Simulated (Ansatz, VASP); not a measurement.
## ZrB in VASP and in Ansatz

```xyz
2
Lattice="0.0000 2.3982 2.5481 2.3982 0.0000 2.5481 2.3982 2.3982 0.0000" Properties=species:S:1:pos:R:3 pbc="T T T"
Zr    0.0000    0.0000    0.0000
B     2.3982    2.3982    2.5481
```

Alike in both runs: task single point; functional LDA; k mesh 18 × 18 × 18; occupations gaussian, width 0.15 eV; no spin polarisation.

```csv
,VASP,Ansatz
version,VASP 6.6.1,Ansatz 0.2.0
potentials or method,"VASP PAW LDA potentials, release 64 (Zr_sv, B)","scalar-relativistic, plane waves, PAW"
plane-wave cutoff (eV),520,520
valence electrons in the cell,15,15
```

```csv
,VASP,Ansatz,Ansatz less VASP
gap on the k mesh at the Fermi level (eV),none,none,-
pressure (GPa),-5.2,-5.4,-0.29
largest component of the traceless stress (GPa),11.20,11.13,-0.067
```

A gap of «none» marks a metal or a gap that the smearing closes.
